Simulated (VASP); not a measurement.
WC (Qusongite), 2 atoms in the cell. Symmetry: P-6m2, No. 187, hexagonal system. The conventional cell has a = 2.907 Å, b = 2.907 Å, c = 2.837 Å, α = 90.00°, β = 90.00°, γ = 120.00°. W (site symmetry -6m2) has 6 C at 2.20 Å as nearest neighbours. C (site symmetry -6m2) is surrounded by 6 W at 2.20 Å. 

| Property | Result |
| --- | --- |
| Program | VASP 6.6.1 |
| Task | relaxation of cell and atoms |
| Functional | PBE |
| Potentials or basis | VASP PAW PBE potentials, release 64 (W, C) |
| Cutoff | 580 eV |
| k mesh | 10 × 10 × 9 |
| Occupations | fermi-dirac, width 0.05 eV |
| Spin | no spin polarisation |
| Further INCAR settings | ALGO = Fast; EDIFF = 1e-06; IBRION = 2; EDIFFG = -0.01; NSW = 40; ISIF = 3 |

Potentials or basis: VASP PAW PBE potentials, release 64 (W, C).

The run is started by

```bash
$ cat potpaw_PBE.64/W/POTCAR potpaw_PBE.64/C/POTCAR > POTCAR
$ mpirun -np 1 vasp_std > vasp.out
```

Hardware: 1 thread of AMD EPYC 9R45 (Zen 5), on a shared host.

Problem. How long does it take, and how much memory?

Solution. It took 35 s on 1 thread of AMD EPYC 9R45 (Zen 5), on a shared host, peak memory 0.13 GiB. Counts: scf iterations 45, k points 70, ion steps 6.
